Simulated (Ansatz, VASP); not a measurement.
# Mo in VASP and in Ansatz

Contents of POSCAR:

```
Mo
1.0
    2.7488179299      0.0000000000      0.0000000000
   -1.3744089650      2.3805461577      0.0000000000
    0.0000000000      0.0000000000      5.0678010884
Mo
2
Direct
    0.0000000000      0.0000000000      0.2500000000
    0.0000000000      0.0000000000      0.7500000000
```

Contents of INCAR.step1:

```
SYSTEM = Mo
PREC = Accurate
ENCUT = 520
ISMEAR = 0
SIGMA = 0.15
LREAL = .False.
LASPH = .True.
NELM = 60
NBANDS = 21
GGA = PE
ALGO = Normal
EDIFF = 1E-4
LWAVE = .True.
LCHARG = .False.
```

File INCAR.step2:

```
SYSTEM = Mo
PREC = Accurate
ENCUT = 520
EDIFF = 1E-6
ISMEAR = 0
SIGMA = 0.15
LREAL = .False.
LASPH = .True.
NELM = 60
ALGO = Normal
ISIF = 2
LWAVE = .False.
LCHARG = .False.
METAGGA = R2SCAN
LMIXTAU = .True.
NBANDS = 21
ISTART = 1
```

File KPOINTS:

```
Automatic mesh
0
Gamma
  12 12 8
  0 0 0
```

Input for Ansatz:

```yaml
crystal:
  lattice:
    - [2.7488179299, 0.0, 0.0]
    - [-1.374408965, 2.3805461577, 0.0]
    - [0.0, 0.0, 5.0678010884]
  atoms:
    - { symbol: Mo, position: [0.0, 0.0, 0.25] }
    - { symbol: Mo, position: [0.0, 0.0, 0.75] }
basis:
  ecutwfc: 500
kpoints:
  mp_grid: { grid: [12, 12, 8] }
hamiltonian:
  xc: r2scan
scf:
  occupations: { method: gaussian, width: 0.15 }
output:
  forces: true
  stress: true
  eigenvalues: true
```

Alike in both runs: task single point; functional r2SCAN; k mesh 12 × 12 × 8; occupations gaussian, width 0.15 eV; no spin polarisation.

|  | VASP | Ansatz |
| --- | --- | --- |
| version | VASP 6.6.1 | Ansatz 0.2.0 |
| potentials or method | VASP PAW PBE potentials, release 64 (Mo_sv) | scalar-relativistic, plane waves, PAW |
| plane-wave cutoff (eV) | 520 | 500 |
| valence electrons in the cell | 28 | 28 |

VASP gave:

| Quantity | Value |
| --- | --- |
| gap on the k mesh at the Fermi level (eV) | none |
| pressure (GPa) | 1.0 |
| largest component of the traceless stress (GPa) | 1.20 |

**Question.** What did Ansatz give for the same quantities?

**Answer.** gap on the k mesh at the Fermi level (eV): none; pressure (GPa): -0.1; largest component of the traceless stress (GPa): 1.46.

A gap of «none» marks a metal or a gap that the smearing closes.

Caveats: the PAW data sets were made with another functional, which shifts forces and pressure a little (VASP).
